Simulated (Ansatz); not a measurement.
System: zinc-blende InN (metastable phase). Method: r²SCANh (PAW; Ansatz, an electronic-structure program).

Run with plane-wave cutoff 520 eV, 10×10×10 k mesh, Fermi–Dirac smearing 0.01 eV, scalar-relativistic PAW data made under PBE.

Computed points:

| V (Å³/atom) | E − E_lowest (meV/atom) | P (GPa) |
|---|---|---|
| 14.679 | 19.47 | 8.53 |
| 15.065 | 4.47 | 4.02 |
| 15.575 | 0.00 | -1.06 |
| 15.837 | 3.63 | -3.33 |
| 16.224 | 15.34 | -6.31 |

Task: What bulk modulus B0 and pressure derivative B′ does a third-order Birch–Murnaghan fit give?

Result: V0 = 15.461 Å³/atom, B0 = 146 GPa, B′ = 4.5 (fit to the energies at full precision).

Measured, for comparison: equilibrium volume per atom 15.72 Å³/atom (temperature not stated, no zero-point or thermal correction, epilayer on 3C-SiC; as tabulated in Schörmann, As, Lischka, Schley, Goldhahn et al., Appl. Phys. Lett. 89, 261903 …). Computed (rounded) less measured: equilibrium volume per atom -1.7 %. A static lattice is as a rule a little smaller and stiffer than an uncorrected measurement, which narrows the difference in the equilibrium volume per atom and would widen misses of the other sign.

Spin–orbit coupling is not included.

Computed values are for the static lattice.

Computing time: about 19 core-minutes (a rough figure).
